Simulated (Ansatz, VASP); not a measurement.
# ZnSe (Stilleite): VASP beside Ansatz

One calculation is typed for both programs; each brings its own data sets and cutoff. How far apart do they land?

Program: Ansatz 0.2.0. Level of theory: plane waves, with VASP 6.6.1 beside it; band structure at LDA, spin-orbit coupling. Results are calculated unless marked as measured.

### 1. Starting point

Symmetry: F-43m, No. 216, cubic system. The conventional cell has a = 5.668 Å, b = 5.668 Å, c = 5.668 Å, α = 90.00°, β = 90.00°, γ = 90.00°. Se has 4 Zn at 2.45 Å nearest. Nearest to Zn lie 4 Se at 2.45 Å. Farther neighbours and most contacts between anions are not listed.

### 2. VASP: band structure, LDA, spin-orbit coupling

Levels along a path test the potential and the projectors away from the mesh points.

Lines of VASP's logs that name or quote its potential files are left out, and so is its time.

INCAR

```
SYSTEM = ZnSe
PREC = Accurate
ENCUT = 430
EDIFF = 1E-08
NELM = 100
ISMEAR = 0
SIGMA = 0.01
LREAL = .FALSE.
ALGO = Normal
GGA = CA
LNONCOLLINEAR = .TRUE.
MAGMOM = 0 0 0 0 0 0
NBANDS = 38
GGA_COMPAT = .FALSE.
LASPH = .TRUE.
LSORBIT = .TRUE.
LORBIT = 11
LWAVE = .TRUE.
LCHARG = .FALSE.
KPAR = 8
```

POSCAR

```
ZnSe
1.0
    0.0000000000      2.8338000000      2.8338000000
    2.8338000000      0.0000000000      2.8338000000
    2.8338000000      2.8338000000      0.0000000000
Se Zn
1 1
Direct
    0.7500000000      0.7500000000      0.7500000000
    0.0000000000      0.0000000000      0.0000000000
```

KPOINTS

```
Automatic mesh
0
Gamma
4 4 4
0 0 0
```

KPOINTS_OPT

```
Line mode
12
Line-mode
Reciprocal
  0.00000000   0.00000000   0.00000000 GAMMA
  0.50000000   0.00000000   0.50000000 X

  0.50000000   0.00000000   0.50000000 X
  0.50000000   0.25000000   0.75000000 W

  0.50000000   0.25000000   0.75000000 W
  0.37500000   0.37500000   0.75000000 K

  0.37500000   0.37500000   0.75000000 K
  0.00000000   0.00000000   0.00000000 GAMMA

  0.00000000   0.00000000   0.00000000 GAMMA
  0.50000000   0.50000000   0.50000000 L

  0.50000000   0.50000000   0.50000000 L
  0.62500000   0.25000000   0.62500000 U

  0.62500000   0.25000000   0.62500000 U
  0.50000000   0.25000000   0.75000000 W

  0.50000000   0.25000000   0.75000000 W
  0.50000000   0.50000000   0.50000000 L

  0.50000000   0.50000000   0.50000000 L
  0.37500000   0.37500000   0.75000000 K

  0.62500000   0.25000000   0.62500000 U
  0.50000000   0.00000000   0.50000000 X
```

The projector-augmented-wave data sets are Se_GW and Zn_sv_GW (LDA family, release 64).

Launch:

```
$ mpirun -np 8 vasp_ncl
```

Numbers of over 12 decimals in the logs are rounded to 6 here.

Log:

```text
[banner, memory and clock lines left out]
running    8 mpi-ranks, on    1 nodes
 distrk:  each k-point on    1 cores,    8 groups
 distr:  one band on    1 cores,    1 groups

 POSCAR found type information on POSCAR SeZn
 POSCAR found :  2 types and       2 ions
|                                                                             |
|           W    W    AA    RRRRR   N    N  II  N    N   GGGG   !!!           |
|           W    W   A  A   R    R  NN   N  II  NN   N  G    G  !!!           |
|           W    W  A    A  R    R  N N  N  II  N N  N  G       !!!           |
|           W WW W  AAAAAA  RRRRR   N  N N  II  N  N N  G  GGG   !            |
|           WW  WW  A    A  R   R   N   NN  II  N   NN  G    G                |
|           W    W  A    A  R    R  N    N  II  N    N   GGGG   !!!           |
|                                                                             |
|     For optimal performance we recommend to set                             |
|       NCORE = 2 up to number-of-cores-per-socket                            |
|     NCORE specifies how many cores store one orbital (NPAR=cpu/NCORE).      |
|     This setting can greatly improve the performance of VASP for DFT.       |
|     The default, NCORE=1 might be grossly inefficient on modern             |
|     multi-core architectures or massively parallel machines. Do your        |
|     Unfortunately you need to use the default for GW and RPA                |
|     calculations (for HF NCORE is supported but not extensively tested      |
|     yet).                                                                   |
|                                                                             |

 LDA part: xc-table for (Slater(with rela. corr.)+CA(PZ))
 , standard interpolation
 POSCAR, INCAR and KPOINTS ok, starting setup
 FFT: planning ... GRIDC
 FFT: planning ... GRID_SOFT
 FFT: planning ... GRID
 WAVECAR not read
 entering main loop
       N       E                     dE             d eps       ncg     rms          rms(c)
DAV:   1     0.332369273315E+03    0.33237E+03   -0.13606E+04  1322   0.403E+03
DAV:   2     0.253342906720E+02   -0.30703E+03   -0.29131E+03  1456   0.118E+03
DAV:   3    -0.642598133137E+01   -0.31760E+02   -0.31580E+02  1464   0.352E+02
DAV:   4    -0.761982011158E+01   -0.11938E+01   -0.11929E+01  1364   0.457E+01
DAV:   5    -0.767496967985E+01   -0.55150E-01   -0.55140E-01  1224   0.167E+01    0.258E+00
DAV:   6    -0.737442932179E+01    0.30054E+00   -0.63644E-01  1400   0.977E+01    0.129E+00
DAV:   7    -0.734328677364E+01    0.31143E-01   -0.34491E-01  1224   0.286E+01    0.580E-01
DAV:   8    -0.733832508147E+01    0.49617E-02   -0.13386E-02  1464   0.934E+00    0.291E-01
DAV:   9    -0.733716027173E+01    0.11648E-02   -0.27181E-03  1248   0.715E-01    0.390E-02
DAV:  10    -0.733715205983E+01    0.82119E-05   -0.19942E-04  1468   0.434E-01    0.244E-02
DAV:  11    -0.733715230993E+01   -0.25010E-06   -0.75659E-06  1284   0.529E-02    0.965E-03
DAV:  12    -0.733715330954E+01   -0.99961E-06   -0.10904E-06  1280   0.372E-02    0.182E-03
DAV:  13    -0.733715336824E+01   -0.58698E-07   -0.26894E-07  1368   0.416E-02    0.960E-04
DAV:  14    -0.733715335552E+01    0.12717E-07   -0.81493E-08  1188   0.250E-02    0.152E-04
DAV:  15    -0.733715335537E+01    0.14643E-09   -0.10891E-09   528   0.255E-03
   1 F= -.73371534E+01 E0= -.73371534E+01  d E =-.223930E-86  mag=     0.0000    -0.0000    -0.0000
 Start KPOINTS_OPT (optional k-point list driver)
k-point batch [1-10\120]
       N       E                     dE             ncg
DAV:   1    -0.411755276098E+04   -0.69577E+04     1344
DAV:   2    -0.723401267764E+04   -0.31165E+04     1456
DAV:   3    -0.756258805501E+04   -0.32858E+03     1488
DAV:   4    -0.757455012284E+04   -0.11962E+02     1352
DAV:   5    -0.757515454322E+04   -0.60442E+00     1264
DAV:   6    -0.757519971367E+04   -0.45170E-01     1400
DAV:   7    -0.757520109066E+04   -0.13770E-02     1232
DAV:   8    -0.757520132870E+04   -0.23804E-03     1408
DAV:   9    -0.757520133440E+04   -0.56914E-05     1232
DAV:  10    -0.757520133528E+04   -0.88828E-06     1256
DAV:  11    -0.757520133532E+04   -0.34738E-07      912
DAV:  12    -0.757520133532E+04   -0.38171E-08      672
[...]
k-point batch [111-120\120]
       N       E                     dE             ncg
DAV:   1    -0.428289622288E+04   -0.12797E+05     1322
DAV:   2    -0.731692980484E+04   -0.30340E+04     1448
DAV:   3    -0.763901523931E+04   -0.32209E+03     1432
DAV:   4    -0.765328442920E+04   -0.14269E+02     1408
DAV:   5    -0.765399038555E+04   -0.70596E+00     1232
DAV:   6    -0.765406091268E+04   -0.70527E-01     1392
DAV:   7    -0.765406302240E+04   -0.21097E-02     1208
DAV:   8    -0.765406338950E+04   -0.36711E-03     1376
DAV:   9    -0.765406339994E+04   -0.10440E-04     1208
DAV:  10    -0.765406340162E+04   -0.16785E-05     1304
DAV:  11    -0.765406340169E+04   -0.68869E-07      936
DAV:  12    -0.765406340170E+04   -0.10808E-07      928
DAV:  13    -0.765406340170E+04   -0.16462E-08      760
 writing wavefunctions
```

From OUTCAR (step 2):

```text
ion  position               nearest neighbor table
   1  0.750  0.750  0.750-   2 2.45   2 2.45   2 2.45   2 2.45
   2  0.000  0.000  0.000-   1 2.45   1 2.45   1 2.45   1 2.45

  LATTYP: Found a face centered cubic cell.
 ALAT       =     5.6676000000

 Subroutine GETGRP returns: Found 24 space group operations
 (whereof 24 operations were pure point group operations)

The static configuration has the point symmetry T_d .

 Found     10 irreducible k-points:

   k-points           NKPTS =     10   k-points in BZ     NKDIM =     10   number of bands    NBANDS=     38

   dimension x,y,z NGX =    28 NGY =   28 NGZ =   28
   dimension x,y,z NGXF=    56 NGYF=   56 NGZF=   56

   ENCUT  =  430.0 eV  31.60 Ry    5.62 a.u.   6.78  6.78  6.78*2*pi/ulx,y,z

   NELECT =      26.0000    total number of electrons

 k-points in reciprocal lattice and weights: Automatic mesh
   0.00000000  0.00000000  0.00000000       0.016
   0.25000000  0.00000000  0.00000000       0.062
  -0.25000000  0.00000000  0.00000000       0.062
   0.50000000  0.00000000  0.00000000       0.062
   0.25000000  0.25000000  0.00000000       0.094
   0.50000000  0.25000000  0.00000000       0.188
   0.50000000 -0.25000000  0.00000000       0.188
  -0.25000000  0.25000000  0.00000000       0.188
   0.50000000  0.50000000  0.00000000       0.047
  -0.25000000  0.50000000  0.25000000       0.094

 average (electrostatic) potential at core
       1 -61.1856       2 -80.6283

 E-fermi :   2.7376

 k-point     1 :       0.0000    0.0000    0.0000
  band No.  band energies     occupation
    ...
     22       2.2058      1.00000
     23       2.5995      1.00000
     24       2.5995      1.00000
     25       2.5995      1.00000
     26       2.5995      1.00000
     27       3.4992      0.00000
     28       3.4992      0.00000
     29       8.0414      0.00000
     30       8.0414      0.00000
     31       8.1925      0.00000
    ...

 k-point     2 :       0.2500    0.0000    0.0000
  band No.  band energies     occupation
    ...
     22      -0.6654      1.00000
     23       1.8621      1.00000
     24       1.8621      1.00000
     25       2.0997      1.00000
     26       2.1126      1.00000
     27       5.0138      0.00000
     28       5.0138      0.00000
     29       8.7262      0.00000
     30       8.7262      0.00000
     31       8.8255      0.00000
    ...

 k-point     3 :      -0.2500    0.0000    0.0000
  band No.  band energies     occupation
    ...
     22      -0.6654      1.00000
     23       1.8621      1.00000
     24       1.8621      1.00000
     25       2.0997      1.00000
     26       2.1126      1.00000
     27       5.0138      0.00000
     28       5.0138      0.00000
     29       8.7262      0.00000
     30       8.7262      0.00000
     31       8.8255      0.00000
    ...

  Total       -0.9066654     -0.9066654     -0.9066654     -0.0000000      0.0000000     -0.0000000
  in kB      -31.9168526    -31.9168526    -31.9168526     -0.0000000      0.0000000     -0.0000000
  external PRESSURE =     -31.9168526 kB  Pullay stress =       0.0000000 kB

  energy-cutoff  :      430.00
  volume of cell :       45.51
      direct lattice vectors                 reciprocal lattice vectors
     0.000000000  2.833800000  2.833800000    -0.176441527  0.176441527  0.176441527
     2.833800000  0.000000000  2.833800000     0.176441527 -0.176441527  0.176441527
     2.833800000  2.833800000  0.000000000     0.176441527  0.176441527 -0.176441527

 POSITION                                       TOTAL-FORCE (eV/Angst)
 -----------------------------------------------------------------------------------
      4.25070      4.25070      4.25070         0.000000      0.000000      0.000000
      0.00000      0.00000      0.00000        -0.000000     -0.000000     -0.000000
 -----------------------------------------------------------------------------------
    total drift:                                0.000001      0.000001      0.000001

  FREE ENERGIE OF THE ION-ELECTRON SYSTEM (eV)
  ---------------------------------------------------
  free  energy   TOTEN  =        -7.3371533554 eV

  energy  without entropy=       -7.3371533554  energy(sigma->0) =       -7.33715336

 Spin-Orbit-Coupling matrix elements
 Ion:    1  E_soc:     -0.0456772
 Ion:    2  E_soc:     -0.1344062

 total charge
# of ion       s       p       d       f       tot
--------------------------------------------------
    1        1.423   2.386   0.029   0.000   3.838
    2        2.301   6.196   9.452   0.002  17.951
--------------------------------------------------
tot          3.724   8.582   9.481   0.002  21.789

 magnetization (x)
# of ion       s       p       d       f       tot
--------------------------------------------------
    1       -0.000  -0.000  -0.000   0.000  -0.000
    2        0.000  -0.000   0.000   0.000  -0.000
--------------------------------------------------
tot         -0.000  -0.000   0.000   0.000  -0.000

 magnetization (y)
# of ion       s       p       d       f       tot
--------------------------------------------------
    1        0.000   0.000  -0.000   0.000   0.000
    2        0.000  -0.000   0.000   0.000  -0.000
--------------------------------------------------
tot          0.000  -0.000  -0.000   0.000  -0.000

 magnetization (z)
# of ion       s       p       d       f       tot
--------------------------------------------------
    1       -0.000  -0.000  -0.000   0.000  -0.000
    2       -0.000  -0.000   0.000   0.000  -0.000
--------------------------------------------------
tot         -0.000  -0.000   0.000   0.000  -0.000

[... 3 further parts left out ...]
```

The run ends at a pressure of -3.19 GPa.

[end of part 1 of 2]

[Lines on the potential files, build, host, timing and source positions are cut from VASP's logs without a mark.]

[Logs are printed without paths, hosts, clocks, repeated set-up lines and the standing remarks that a program may print on its own settings, such as how far it seeks lower states.]

[Hosts, paths, dates, database ids (printed as entryN), source tags and the programs' standing remarks are cut or masked in the printed files.]
